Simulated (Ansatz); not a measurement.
Suppose MnSi takes space group P6_3/mmc (No. 194), with Mn on 2d; Si on 2a.

Theory: Ansatz 0.2.0, DFT PBE, scalar-relativistic, plane waves, PAW. Cutoff 420 eV, Γ-centred mesh, Gaussian smearing, collinear spin.

The zero of energy is the elements' standard structures at the same level; no fitted shifts are applied.

Question: Which cell and coordinates does it relax to?

Answer:

Space group P6_3/mmc (No. 194). a = 3.668 Å, b = 3.668 Å, c = 4.894 Å, α = 90.00°, β = 90.00°, γ = 120.00°
```csv
atom,site,symmetry,x,y,z
Mn,2d,-6m2,0.3333,0.6667,0.7500
Si,2a,-3m.,0.0000,0.0000,0.0000
```

It has the anti-nickel arsenide type. Mn is surrounded by 6 Si at 2.45 Å; Si has 6 Mn at 2.45 Å and 2 Si at 2.45 Å. Another local minimum with the same sites may exist.

Question: And its energy and gap?

Answer: The formation energy is +0.04 eV/atom and the gap on the 12×12×10 mesh of the 4-atom cell is 0 eV (a metal). The net moment per atom is 1.32 μB and the moment by site is Mn 2.6 (×2) μB. A positive value: parting into the elements would lower its energy.

The last run used collinear spin and Gaussian smearing of 0.10 eV. For metals, differences of a few meV/atom aren't resolved. Another magnetic order may lie lower. Symmetry constrained the relaxation, so the result can be a saddle point. Another cell of MnSi relaxed alike, in P2_13 (a cell as deposited in COD), lies 0.49 eV/atom lower, so this cell isn't the stable form at this level. Site moments count only spheres around the atoms; the net moment includes the space between them.
